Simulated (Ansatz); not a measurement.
GaSb:

```xyz
2
Lattice="-2.7534 2.7534 1.5907 2.7534 -2.7534 1.5907 2.7534 2.7534 -1.5907" Properties=species:S:1:pos:R:3 pbc="T T T"
Sb    0.0000    0.0000    0.0000
Ga    0.0000    2.7534    0.7954
```

Measurements of this composition are mostly on another form, of space group No. 216.

Program: Ansatz 0.2.0. Alike in all runs: task single point; potentials or basis Ansatz PAW; no spin polarisation; cell as given; k mesh 5 × 5 × 5; smearing fermi-dirac 0.05 eV; the mesh is coarse, so values aren't converged.

Order these runs on this cell by their pressure, lowest first.
A. level r2SCAN50; cutoff (eV) 500
B. level HF; cutoff (eV) 420
C. level r2SCANh; cutoff (eV) 500

A (-3.3 GPa), C (-1.7 GPa), B (3.4 GPa).

Caveats: all runs use coarse meshes; the PAW data sets come from PBE, with cores solved anew for the run's functional, which leaves a small shift of forces and pressure; the thresholds are loose for stress.
